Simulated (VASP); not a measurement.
Cs: single point with PBE

Cs:

```xyz
4
Lattice="5.5193 0.0000 0.0000 0.0000 10.0517 0.0000 0.0000 0.0000 8.9881" Properties=species:S:1:pos:R:3 pbc="T T T"
Cs    1.4389    8.9937    6.7411
Cs    4.0804    1.0580    2.2470
Cs    1.4389    6.0838    2.2470
Cs    4.0804    3.9678    6.7411
```

This isn't the form of Cs at room conditions, which is bcc.

```json
{
 "Program": "VASP 6.6.1",
 "Task": "single point",
 "Functional": "PBE",
 "Potentials or basis": "VASP PAW PBE potentials, release 64 (Cs_sv)",
 "Cutoff": "520 eV",
 "k mesh": "5 × 3 × 3",
 "Occupations": "fermi-dirac, width 0.05 eV",
 "Spin": "no spin polarisation"
}
```

| Quantity | Value |
| --- | --- |
| Pressure | -0.1 GPa |
| Largest force | 0.021 eV/Å |
| Band gap on the k mesh | none (metal or under the smearing width) |

Forces on the atoms (eV/Å):
```
Cs  -0.012  0.018  0.000
Cs   0.012 -0.018  0.000
Cs  -0.012 -0.018  0.000
Cs   0.012  0.018  0.000
```

Stress tensor (GPa, compression positive):
```
-0.14  0.00  0.00
 0.00 -0.16  0.00
 0.00  0.00 -0.04
```

Levels at points of the mesh, in eV from the Fermi level:
```csv
k point,band 15,band 16,band 17,band 18,band 19,band 20,band 21,band 22
"(0.00, 0.00, 0.00)",-10.70,-10.69,-1.64,-0.07,0.00,0.12,0.72,0.92
```

Wall time 120 s on 1 thread of Intel(R) Xeon(R) 6975P-C (Granite Rapids) (shared host), peak memory 0.52 GiB.

The run has no spin-orbit coupling, so splittings on Cs are missing.
